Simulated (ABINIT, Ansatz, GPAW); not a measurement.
## One calculation of V, 3 ways

```xyz
1
Lattice="-1.5144 1.5144 1.5144 1.5144 -1.5144 1.5144 1.5144 1.5144 -1.5144" Properties=species:S:1:pos:R:3 pbc="T T T"
V     0.0000    0.0000    0.0000
```

Alike in all runs: task band structure; functional BLYP; k mesh 12 × 12 × 12; occupations fermi-dirac, width 0.05 eV; collinear spin, ferromagnetic start; no spin-orbit coupling. Pressure is positive in compression and, in plane waves, holds the error of the finite cutoff, which Ansatz's Pulay term estimates and takes out.

```
                           program and potentials  plane-wave cutoff (eV)                                                                                   notes  pressure (GPa)  net moment per atom (μB)
                               Ansatz, Ansatz PAW                     420  potentials made for PBE, which Ansatz adapts in part; Pulay term of +0.06 GPa included           -0.68                      0.00
                         ABINIT, JTH PAW PBE v2.0                     408                                                                 potentials made for PBE           -0.11                      0.00
GPAW, PAW data sets generated for this functional                     600                                                                                       -           -0.43                      0.00
```

The pressure spans -0.68 (Ansatz, Ansatz PAW) to -0.11 GPa (ABINIT, JTH PAW PBE v2.0). All agree on the net moment per atom. Some sets were made for another functional than the one run, which can shift their rows. The state is the one that the start led to, which needn't be the lowest.

Differences between rows come from potentials, basis sets and numerical settings, since the functional is the same but for its coding. Runs on potential files found faulty are left out.
